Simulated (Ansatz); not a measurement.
# NMR crystallography of TiO2: given against relaxed positions

Start: a COD entry, taken as it stands.

Space group Pbcn (No. 60); a = 4.5150, b = 5.4970, c = 4.9390 Å.

| site | Wyckoff | site symmetry | x | y | z |
| --- | --- | --- | --- | --- | --- |
| Ti | 4c | .2. | 0.0000 | 0.1710 | 0.2500 |
| O | 8d | 1 | 0.2860 | 0.3760 | 0.4120 |

One atom of each set is listed.

All values are calculated (Ansatz; DFT, PBE, plane waves and PAW, scalar-relativistic, 420 eV cutoff, Γ-centred 5×5×5 k-points, Fermi–Dirac smearing 0.02 eV), not measured.

The largest force at the start is 0.70 eV/Å. Relaxing the ions at fixed cell moves them by 0.086 Å at most (atom 11, O) and 0.071 Å rms.

```
site  moved (Å)   first shell before    first shell after  V_zz before (10²¹ V/m²)  η before
  Ti      0.019   6 O at 1.89–2.05 Å   6 O at 1.87–2.09 Å                     2.89      0.36
   O      0.086  3 Ti at 1.89–2.05 Å  3 Ti at 1.87–2.09 Å                    -2.75      0.57
```

Q: How do the gradients change?

A: 

| site | V_zz after | η after | change of V_zz |
| --- | --- | --- | --- |
| Ti | 2.68 | 0.68 | -0.21 |
| O | -2.73 | 0.49 | +0.02 |

The largest change of V_zz is on Ti, from 2.89 to 2.68. In per cent, |V_zz| changes by -7 on Ti, -1 on O (all sites that start above 0.5). Where |V_zz| stays above 0.1, η moves most on Ti, from 0.36 to 0.68.

Before: At this cell the PBE pressure is 7 GPa, so with PBE the cell would grow if it were relaxed.
After: At this cell the PBE pressure is 5 GPa, so with PBE the cell would grow if it were relaxed.
